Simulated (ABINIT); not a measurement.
**CdSe: single point with LDA**

Crystal: CdSe.

```
Cd Se
1.0
     0.00000    3.07027    3.07027
     3.07027    0.00000    3.07027
     3.07027    3.07027    0.00000
Cd Se
1 1
Direct
  0.00000 0.00000 0.00000
  0.25000 0.25000 0.25000
```

Measurements of this composition are mostly on another form, of space group No. 186.

| Item | Value |
| --- | --- |
| Program | ABINIT 10.8.3 (patched build) |
| Task | single point |
| Functional | LDA |
| Potentials or basis | JTH PAW LDA v2.0 |
| Cutoff | 463 eV |
| k mesh | 10 × 10 × 10 |
| Occupations | fermi-dirac, width 0.05 eV |
| Spin | no spin polarisation |

```json
{"Band gap on the k mesh": "0.26 eV, direct", "Valence electrons inside the program's atomic spheres": "Cd 10.45; Se 3.93"}
```

Levels at points of the mesh, in eV from the valence-band top:
```tsv
k point	band 5	band 6	band 7	band 8	band 9	band 10	band 11	band 12	band 13
(0.00, 0.00, 0.00)	-7.49	-7.49	0.00	0.00	0.00	0.26	5.79	5.79	5.79
(0.50, 0.00, 0.00)	-7.46	-7.22	-4.32	-0.73	-0.73	2.13	6.32	6.32	7.09
(0.50, 0.50, 0.00)	-7.43	-7.16	-4.05	-1.79	-1.79	2.99	3.56	8.71	9.86
```

Run time: 26 s on 1 thread of Arm Neoverse V2, on a shared host, peak memory 0.11 GiB.

 LDA gaps usually lie below the measured ones, often by a third to a half.
